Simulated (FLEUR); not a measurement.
# C (Fd-3m) in FLEUR: a series of runs, part 2 of 2

FLEUR MaX-R8.1 (later development tree). The steps go on from the part before.

## 5. Equation of state, revPBE, 5.67 Å³/atom

File inp.xml:

```xml
<?xml version="1.0" encoding="UTF-8" standalone="no"?>
<fleurInput fleurInputVersion="0.39">
   <comment>
      C                                                                                                   
   </comment>
   <calculationSetup>
      <cutoffs Kmax="5.5" Gmax="17.0" GmaxXC="17.0" numbands="0"/>
      <scfLoop itmax="60" minDistance="0.00001" maxIterBroyd="15" imix="Anderson" alpha="0.05" precondParam="0.0" spinf="2.0" sdNocoIR="T"/>
      <coreElectrons ctail="T" frcor="F" kcrel="0" coretail_lmax="0"/>
      <xcFunctional name="rpbe" relativisticCorrections="F"/>
      <magnetism jspins="1"/>
      <soc l_soc="F" theta="0.0" phi="0.0" spav="F"/>
      <expertModes spex="0" secvar="F"/>
      <geometryOptimization l_f="F" forcealpha="1.0" forcemix="BFGS" epsdisp="0.00001" epsforce="0.00001"/>
      <ldaU l_linMix="F" mixParam="0.05" spinf="1.0"/>
   </calculationSetup>
   <cell>
      <bzIntegration valenceElectrons="8.0" mode="hist" fermiSmearingEnergy="0.00183747">
         <kPointListSelection listName="default-1"/>
         <!-- k-points included here -->
         <xi:include xmlns:xi="http://www.w3.org/2001/XInclude" href="kpts.xml"> </xi:include>
      </bzIntegration>
      <!-- symmetry operations included here -->
      <xi:include xmlns:xi="http://www.w3.org/2001/XInclude" href="sym.xml"> </xi:include>
      <bulkLattice scale="1.0000000000">
         <bravaisMatrix>
            <row-1>    0.0000000000000000     3.3700808788279017     3.3700808788279017</row-1>
            <row-2>    3.3700808788279017     0.0000000000000000     3.3700808788279017</row-2>
            <row-3>    3.3700808788279017     3.3700808788279017     0.0000000000000000</row-3>
         </bravaisMatrix>
      </bulkLattice>
   </cell>
   <atomSpecies>
      <species name="Carbon (C)" element="C" atomicNumber="6">
         <mtSphere radius="1.31" gridPoints="447" logIncrement="0.023"/>
         <atomicCutoffs lmax="8" lnonsphr="6"/>
         <electronConfig flipSpins="F">
            <coreConfig>(1s1/2)</coreConfig>
            <valenceConfig>(2s1/2) (2p1/2) (2p3/2)</valenceConfig>
            <stateOccupation state="(2p1/2)" spinUp="0.333333" spinDown="0.333333"/>
            <stateOccupation state="(2p3/2)" spinUp="0.666667" spinDown="0.666667"/>
         </electronConfig>
         <energyParameters s="2" p="2" d="3" f="4"/>
         <lo type="SCLO" l="0" n="2" eDeriv="2"/>
         <lo type="SCLO" l="1" n="2" eDeriv="2"/>
         <lo type="SCLO" l="2" n="3" eDeriv="2"/>
      </species>
   </atomSpecies>
   <atomGroups>
      <atomGroup species="Carbon (C)">
         <relPos label="                   1">-3.000/8.000 -3.000/8.000 -3.000/8.000</relPos>
         <relPos label="                   2">3.000/8.000 3.000/8.000 3.000/8.000</relPos>
         <force calculate="T" relaxXYZ="TTT"/>
      </atomGroup>
   </atomGroups>
   <output dos="F" band="F" slice="F">
      <checks vchk="F" cdinf="F"/>
      <bandDOS minEnergy="-.5*Htr" maxEnergy="0.5*Htr" sigma="0.015" storeEVData="T"/>
      <vacuumDOS vacdos="F" integ="F" star="F" nstars="0" locx1="0.0" locy1="0.0" locx2="0.0" locy2="0.0" nstm="0" tworkf="0.0"/>
      <unfoldingBand unfoldBand="F" supercellX="1" supercellY="1" supercellZ="1"/>
      <plotting iplot="0" polar="F">
         <plot TwoD="T" vec1="  1.0  0.0  0.0" vec2="  0.0  1.0  0.0" vec3="  0.0  0.0  1.0" zero="  0.0  0.0  0.0" file="plot"/>
      </plotting>
      <chargeDensitySlicing numkpt="0" minEigenval="0.0" maxEigenval="0.0" nnne="0" pallst="F"/>
      <specialOutput eonly="F"/>
      <moessbauerParams electricFieldGradient="T" isomerShift="T" coreHyperfine="T" valenceHyperfine="T"/>
      <magneticCircularDichroism mcd="F" energyLo="-10.0" energyUp="0.0"/>
   </output>
  <!-- We include the file relax.xml here to enable relaxations (see documentation) -->
  <xi:include xmlns:xi="http://www.w3.org/2001/XInclude" href="relax.xml"> <xi:fallback/> </xi:include>
</fleurInput>
```

Launch:

```bash
inpgen -f crystal.txt -profile fastHighL
# inp.xml edited to the form shown
fleur_MPI
```

It took 14 s on 1 thread of Arm Neoverse V1, shared host; peak memory 0.08 GiB.

It converged, with:

```yaml
Free_energy: -2075.2559 eV
Band_gap_on_the_k_mesh: 4.14 eV, indirect (least direct gap 5.60 eV)
Valence_electrons_inside_the_program's_atomic_spheres: C 1.96 (radii C 1.31 bohr)
```

Caveat: an odd mesh through Γ misses points on the zone boundary, where band edges often lie.

## 6. Equation of state, revPBE, 5.90 Å³/atom (volume scaled by 1.04)

inp.xml, as its differences from that of step 5:

```diff
@@ -24,3 +24,3 @@
       <xi:include xmlns:xi="http://www.w3.org/2001/XInclude" href="sym.xml"> </xi:include>
-      <bulkLattice scale="1.0000000000">
+      <bulkLattice scale="1.0131594038">
          <bravaisMatrix>
```

Potentials or basis: all-electron, FLAPW.

Launch:

```bash
inpgen -f crystal.txt -profile fastHighL
# inp.xml edited to the form shown
fleur_MPI
```

It took 15 s on 1 thread of Arm Neoverse V1, shared host; peak memory 0.08 GiB.

Results (log left out):

```
Free energy                                           : -2075.2505 eV
Band gap on the k mesh                                : 4.06 eV, indirect (least direct gap 5.49 eV)
Valence electrons inside the program's atomic spheres : C 1.92 (radii C 1.31 bohr)
```

Caveat: an odd mesh through Γ misses points on the zone boundary, where band edges often lie.

## 7. Equation of state, revPBE, 6.01 Å³/atom (volume scaled by 1.06)

inp.xml, as its differences from that of step 6:

```diff
@@ -24,3 +24,3 @@
       <xi:include xmlns:xi="http://www.w3.org/2001/XInclude" href="sym.xml"> </xi:include>
-      <bulkLattice scale="1.0131594038">
+      <bulkLattice scale="1.0196128224">
          <bravaisMatrix>
```

Launch:

```bash
inpgen -f crystal.txt -profile fastHighL
# inp.xml edited to the form shown
fleur_MPI
```

Run time: 16 s. Hardware: 1 thread of Arm Neoverse V1, shared host; peak memory 0.08 GiB.

It converged, with:

```yaml
Free_energy: -2075.2315 eV
Band_gap_on_the_k_mesh: 4.02 eV, indirect (least direct gap 5.45 eV)
Valence_electrons_inside_the_program's_atomic_spheres: C 1.91 (radii C 1.31 bohr)
```

Caveat: an odd mesh through Γ misses points on the zone boundary, where band edges often lie.

## 8. Equation of state, revPBE

This step only gathers the single runs of the series.

Results:

| Item | Value |
| --- | --- |
| Equilibrium volume | 5.76 Å³/atom |
| Bulk modulus | 423 GPa |
| Pressure derivative of the bulk modulus | 3.7 (rough: it moves with the points fitted) |

Energy against volume, from the lowest point:
| volume (Å³/atom) | energy (meV/atom) |
| --- | --- |
| 5.332 | 45.02 |
| 5.445 | 22.60 |
| 5.672 | 0.00 |
| 5.899 | 2.71 |
| 6.012 | 12.23 |

## 9. Comparison with measurements

Step 8. Against the measured bulk modulus of C, 444.8 GPa (quoted in “Equation of state of cubic boron nitride at high pressures and temperatures”, 2007, arxiv:cond-mat/0702656), the calculated 423 GPa is off by -5.0 %. 3 values of this kind are on record (442 to 444.8 GPa); this one was drawn at random among those near their median, those with a stated uncertainty first. The fit is for a static lattice scaled at fixed shape and fixed fractional positions. The cell as given is a measured one (5.67 Å³/atom); revPBE puts the equilibrium volume +1.5 % from it, thermal expansion not counted.
